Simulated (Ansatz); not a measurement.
# Cd7S8: the cost of one run

Method: DFT PBEsol, scalar-relativistic, plane waves, PAW, in Ansatz 0.2.0.

The COD entry's cell or inner coordinates are ideal or old and differ from later refinements, so a difference from it is no clean test against experiment.

3 further runs of the same task are left out: 1 for a broken database entry, 2 set aside as unsound or not needed.

**1. Starting point**

It takes space group F-43m (No. 216, cubic). Conventional cell: a = 11.648 Å, b = 11.648 Å, c = 11.648 Å, α = 90.00°, β = 90.00°, γ = 90.00°. Cd (site symmetry 2mm) has 4 S at 2.52 Å as nearest neighbours. Around Cd (site symmetry -43m) lie 4 S at 2.52 Å. S (site symmetry 3m) has 3 Cd at 2.52 Å as nearest neighbours. Around S (site symmetry 3m) lie 4 Cd at 2.52 Å.

The input asks for a charge of -2 e on the cell.

Coordinates:

```
CELL_PARAMETERS angstrom
-5.82420 5.82420 0.00000
-5.82420 0.00000 5.82420
0.00000 5.82420 5.82420
ATOMIC_POSITIONS crystal
Cd 0.00000 0.50000 0.00000
Cd 0.50000 0.00000 0.00000
Cd 0.50000 0.50000 0.50000
Cd 0.00000 0.00000 0.00000
Cd 0.00000 0.50000 0.50000
Cd 0.50000 0.00000 0.50000
Cd 0.00000 0.00000 0.50000
S 0.62500 0.62500 0.12500
S 0.12500 0.62500 0.12500
S 0.62500 0.12500 0.12500
S 0.62500 0.62500 0.62500
S 0.12500 0.12500 0.12500
S 0.12500 0.62500 0.62500
S 0.62500 0.12500 0.62500
S 0.12500 0.12500 0.62500
```

It is built from the cell relaxed beforehand with the same method (24.70 Å³/atom).

**2. Setting up the jump**

The supercell lacks one Cd atom, at fractional position (0.500, 0.500, 0.000), and holds 15 atoms and a charge of -2 e on a uniform background. Atom 1 (Cd), 4.12 Å away, is to jump into the empty site. The cell is fixed.

**3. Relaxing around the vacancy**

The input, input.yaml:

```yaml
crystal:
  lattice:
    - [-5.8241960529, 5.8241960529, 0.0]
    - [-5.8241960529, 0.0, 5.8241960529]
    - [0.0, 5.8241960529, 5.8241960529]
  atoms:
    - { symbol: Cd, position: [0.0, 0.5, 0.0] }
    - { symbol: Cd, position: [0.5, 0.0, 0.0] }
    - { symbol: Cd, position: [0.5, 0.5, 0.5] }
    - { symbol: Cd, position: [0.0, 0.0, 0.0] }
    - { symbol: Cd, position: [0.0, 0.5, 0.5] }
    - { symbol: Cd, position: [0.5, 0.0, 0.5] }
    - { symbol: Cd, position: [0.0, 0.0, 0.5] }
    - { symbol: S, position: [0.625, 0.625, 0.125] }
    - { symbol: S, position: [0.125, 0.625, 0.125] }
    - { symbol: S, position: [0.625, 0.125, 0.125] }
    - { symbol: S, position: [0.625, 0.625, 0.625] }
    - { symbol: S, position: [0.125, 0.125, 0.125] }
    - { symbol: S, position: [0.125, 0.625, 0.625] }
    - { symbol: S, position: [0.625, 0.125, 0.625] }
    - { symbol: S, position: [0.125, 0.125, 0.625] }
total_charge: -2
basis:
  ecutwfc: 420
kpoints:
  mp_grid: { grid: [4, 4, 4] }
hamiltonian:
  xc: pbesol
scf:
  occupations: { method: gaussian, width: 0.05 }
output:
  forces: true
  stress: true
  eigenvalues: true
  write_density: true
  write_potential: true
  elf: true
  volumetric_format: npy
relax:
  adjacent_minimum: "off"
  f_tol: 0.02
  max_steps: 50
```

Run with:

```bash
$ ansatz run input.yaml --threads 4 --pin off --max-ram 9216MiB --backend cpu --events-out ev --progress --plain --runs-dir out
```

**Question.** How long does this run take on 4 threads of Intel Xeon Platinum 8375C at 2.90GHz (Ice Lake), shared host, and how much memory does it need?

About 52 s, with a peak of 1.3 GiB.
